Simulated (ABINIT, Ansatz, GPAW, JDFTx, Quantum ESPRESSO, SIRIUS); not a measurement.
## WC: 7 runs at one level of theory

```
W C
1.0
     0.00000    2.19268    2.19268
     2.19268    0.00000    2.19268
     2.19268    2.19268    0.00000
W C
1 1
Direct
  0.00000 0.00000 0.00000
  0.50000 0.50000 0.50000
```

The cell is a database's computed one, not the measured one.

Alike in all runs: task single point; functional PBEsol; k mesh 10 × 10 × 10; occupations fermi-dirac, width 0.05 eV; no spin polarisation; no spin-orbit coupling. Pressure is positive in compression and, in plane waves, holds the error of the finite cutoff, which Ansatz's Pulay term estimates and takes out.

| program and potentials | plane-wave cutoff (eV) | notes | band gap (eV) | pressure (GPa) |
| --- | --- | --- | --- | --- |
| Ansatz, Ansatz PAW | 420 | potentials made for PBE, which Ansatz adapts in part; Pulay term of +0.32 GPa included | no gap | -10.24 |
| GPAW, PAW data sets generated for this functional | 800 | - | no gap | -10.76 |
| JDFTx, PseudoDojo-SR-PBEsol-0.4.1-standard with smoothed tails | 1116 | - | no gap | -9.86 |
| SIRIUS, PseudoDojo 0.4.1 PBEsol standard (scalar relativistic) | 1127 | - | no gap | -9.86 |
| Ansatz, all-electron LAPW, scalar-relativistic | - | - | no gap | -10.21 |
| Quantum ESPRESSO, GBRV 1.5 PBEsol | 762 | - | no gap | -9.46 |
| ABINIT, PseudoDojo NC SR PBEsol v0.4.1 standard | 1116 | - | no gap | -9.86 |

None finds a gap. The pressure spans -10.76 (GPAW, PAW data sets generated for this functional) to -9.46 GPa (Quantum ESPRESSO, GBRV 1.5 PBEsol), with all-electron results at -10.21.

Differences between rows come from potentials, basis sets and numerical settings, since the functional is the same but for its coding. Runs on potential files found faulty are left out.

All the runs describe rock-salt WC as a metal under tension, so PBEsol favours a smaller cell than the one supplied. The cell probably comes from a functional that binds less tightly, such as PBE, since PBEsol generally shortens bonds in dense solids.

The metallic character follows from electron count. In the group 4 carbides, the valence electrons just fill the bonding states formed by C 2p and metal d orbitals, leaving the Fermi level near a pseudogap. Tungsten, from group 6, brings additional electrons that must enter the d-dominated bands above it.

The three PseudoDojo runs agree at -9.86 GPa across different programs, which suggests that the remaining spread comes mainly from the potentials rather than the codes. Their agreement is therefore not independent confirmation of the pressure, and the all-electron value is somewhat more negative, at -10.21 GPa. These runs do not test the rock-salt arrangement against the hexagonal structure that WC adopts under ordinary conditions.
